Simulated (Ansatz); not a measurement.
# Pb under changes of volume

One of the cells (31.034 Å³/atom); the others are scaled copies at fixed shape and fractional positions:

```xyz
1
Lattice="-1.9797 1.9797 1.9797 1.9797 -1.9797 1.9797 1.9797 1.9797 -1.9797" Properties=species:S:1:pos:R:3 pbc="T T T"
Pb    0.0000    0.0000    0.0000
```

This isn't the form of Pb at room conditions, which is fcc.

```yaml
Program: Ansatz 0.2.0
Functional: PBE0
Potentials_or_basis: Ansatz PAW
Cutoff: "420 eV (not typed: the program's choice for these potentials)"
k_mesh: 6 × 6 × 6
Occupations: fermi-dirac, width 0.05 eV
Spin: no spin polarisation
```

```tsv
volume (Å³/atom)	energy over the lowest point (meV/atom)	pressure (GPa)
29.172	9.07	2.3
29.792	2.35	1.1
30.413	0.00	0.1
31.034	1.56	-0.8
31.654	?	?
32.275	13.32	-2.1
32.896	22.59	-2.7
```

Question: What does the run at 31.654 Å³/atom give?

Answer: Energy over the lowest point 6.88 meV/atom; pressure -1.3 GPa.

Worked out: A Birch-Murnaghan fit of order 3 (a polynomial in V^(-2/3)) to the other rows has its minimum at 30.46 Å³/atom with B0 = V·E''(V) = 47 GPa (rough, since the energies scatter). It gives 6.14 meV/atom at 31.654 Å³/atom, against the run's 6.88, and -dE/dV = -1.5 GPa, against -1.3.

Energies are extrapolated to zero smearing.

Caveats: all runs use coarse meshes; the PAW data sets come from PBE, with cores solved anew for the run's functional, which leaves a small shift of forces and pressure; the thresholds are loose for stress.
